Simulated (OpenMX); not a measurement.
W:

```xyz
1
Lattice="0.0000 2.0300 2.0300 2.0300 0.0000 2.0300 2.0300 2.0300 0.0000" Properties=species:S:1:pos:R:3 pbc="T T T"
W     0.0000    0.0000    0.0000
```

This isn't the form of W at room conditions, which is bcc.

| Quantity | Value |
| --- | --- |
| Program | OpenMX 3.8.5 |
| Task | single point |
| Functional | PBE |
| Potentials or basis | OpenMX 2013 PBE set, W7.0-s3p2d2f1, grid cutoff 350 Ry |
| k mesh | 11 × 11 × 11 |
| Occupations | fermi-dirac, width 0.05 eV |
| Spin | no spin polarisation |

On this cell: pressure -3.3 GPa; band gap on the k mesh none (metal or under the smearing width).

The same run follows on a disturbed copy (cell strained at random at fixed volume):

```
W
1.0
     0.01192    2.00823    2.03186
     2.02971    0.01106    2.03272
     2.05415    2.03352   -0.01337
W
1
Direct
  0.99325 0.99126 0.01410
```

Problem. What does the disturbed cell give?

Solution. The energy (extrapolated to zero smearing) moves by -4.7 meV/atom; pressure -3.3 GPa; band gap on the k mesh none (metal or under the smearing width).

The energy falls, though the first cell shows no forces: that form is unstable against this distortion, unless noise or another electronic state is at work.

Caveats: the basis of atomic orbitals isn't converged, which shifts pressures, moduli and gaps.
